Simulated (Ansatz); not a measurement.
# MgO at -3 GPa: from Born charge to LO–TO splitting and polaron coupling

These are results of DFT LDA, scalar-relativistic, plane waves, PAW (Ansatz), not measurements. Plane waves to 420 eV; Γ-centred k mesh 10×10×10; fixed occupations. No spin polarisation. Phonons by linear response, acoustic sum rule imposed.

The cell, relaxed at -3 GPa:
```cif
data_structure
_symmetry_space_group_name_H-M 'Fm-3m'
_symmetry_Int_Tables_number 225
_cell_length_a 4.1841
_cell_length_b 4.1841
_cell_length_c 4.1841
_cell_angle_alpha 90.000
_cell_angle_beta 90.000
_cell_angle_gamma 90.000
_cell_volume 73.25
loop_
_atom_site_label
_atom_site_type_symbol
_atom_site_symmetry_multiplicity
_atom_site_Wyckoff_symbol
_atom_site_fract_x
_atom_site_fract_y
_atom_site_fract_z
_atom_site_occupancy
Mg1 Mg 4 a 0.00000 0.00000 0.00000 1
O1 O 4 b 0.50000 0.00000 0.00000 1
```

Linear response gives ν_TO = 391.3 cm⁻¹, Born charges ±1.974 e (positive on Mg) and ε∞ = 3.202. The primitive cell holds 18.312 Å³, and the masses are 24.305 and 15.999 amu.

**Question.** Find ν_LO and the static dielectric constant.

**Answer.** The long-wave field adds a restoring force: ω_LO² − ω_TO² = Z*²e²/(ε_vac ε∞ μV). In these units ν_LO² − ν_TO² = 4.92064×10⁷ Z*²/(μ V ε∞) cm⁻², with μ = m₁m₂/(m₁ + m₂) = 9.648 amu: 339079 cm⁻². So ν_LO = √(391.3² + 339079) = 701.6 cm⁻¹, and the run gives 701.6. Lyddane–Sachs–Teller then gives ε0 = ε∞ (ν_LO/ν_TO)² = 10.29, against 10.29 in the run (it forms both from the same three quantities, so the match checks the arithmetic only). Between ν_TO and ν_LO the dielectric function is negative and an undamped crystal reflects fully: a reststrahlen band from 14.3 to 25.6 μm.

**Question.** What do the Clausius–Mossotti polarisability and the Szigeti charge come to?

**Answer.** With the Lorentz local field, α = (3V/4π)(ε∞ − 1)/(ε∞ + 2) = 1.85 Å³ for the pair, and e_S = 3Z*/(ε∞ + 2) = 1.14 e. The Born charge includes the electrons' response to the dipole's own local field, and e_S takes that enhancement out. The Lorentz field assumes point-like polarisable ions, a fair picture at this small ε∞.

**Question.** How strongly does a slow electron couple to the LO mode?

**Answer.** For one isotropic parabolic band, Fröhlich's constant is α_F = (1/ε∞ − 1/ε0) √(m* Ry/ħω_LO), with Ry = 13.606 eV, ħω_LO = 87.0 meV and m* in free-electron masses: α_F = 0.2151 × 12.51 × √m* = 2.69 √m*. The band mass isn't part of this run; for m* = 0.1, 0.3 and 1 it gives 0.85, 1.47, 2.69. In weak coupling the polaron lies α_F ħω_LO below the band edge (128 meV at m* = 0.3) with a mass m*(1 + α_F/6); past α_F of about 5 or 6 that expansion fails. A semilocal functional's ε∞ tends to be too large, which taken alone lowers α_F.

Cost: 1 run of about 0.22 core-minutes, on Intel Xeon Platinum 8488C (Sapphire Rapids) (shared hosts).

The Born charge of 1.974 e lies close to the formal ionic value, as expected for a closed-shell oxide in which little charge flows between the ions as they move. The wide LO–TO splitting therefore needs no anomalous dynamical charge: nearly full ionic charges oscillate in a small cell with a light reduced mass, and the tightly bound O 2p electrons screen their field only weakly. The same polar mode supplies most of the static dielectric constant. The Szigeti charge of 1.14 e shouldn't be read as a static ionic charge or as evidence of half-covalent bonding; its reduction probably reflects short-range deformation of the overlapping ions, along with the limits of the local-field model.

For electrons, the dispersive, largely s-like conduction band favours the lighter masses considered, which suggests a large, mobile polaron rather than a self-trapped one. That conclusion doesn't carry over to holes, whose flatter, degenerate O 2p bands and short-range lattice distortions lie outside the Fröhlich estimate.
